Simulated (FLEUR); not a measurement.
Sc: equation of state with PBE

Crystal: Sc.

```xyz
1
Lattice="-1.9172 1.9172 1.7176 1.9172 -1.9172 1.7176 1.9172 1.9172 -1.7176" Properties=species:S:1:pos:R:3 pbc="T T T"
Sc    0.0000    0.0000    0.0000
```

This isn't the form of Sc at room conditions, which is hcp.

```yaml
Program: FLEUR MaX-R8.1 (later development tree)
Task: equation of state
Functional: PBE
Potentials_or_basis: all-electron
Basis: FLAPW
Kmax: 3.8 1/bohr
k_mesh: 10 × 10 × 10
Occupations: fermi-dirac, width 0.05 eV
Spin: no spin polarisation
```

* Equilibrium volume: 24.86 Å³/atom
* Bulk modulus at fixed shape and positions: 52 GPa
* Pressure derivative of the bulk modulus: 3.1

Energy against volume, from the lowest point:
```tsv
volume (Å³/atom)	energy (meV/atom)
23.738	8.64
24.243	2.49
24.748	0.00
25.253	0.90
25.758	4.91
26.264	11.79
26.769	21.30
```

Caveat: the cell was scaled at fixed shape and fractional positions, which overstates the stiffness of a crystal with free parameters, most of all of layers and chains.
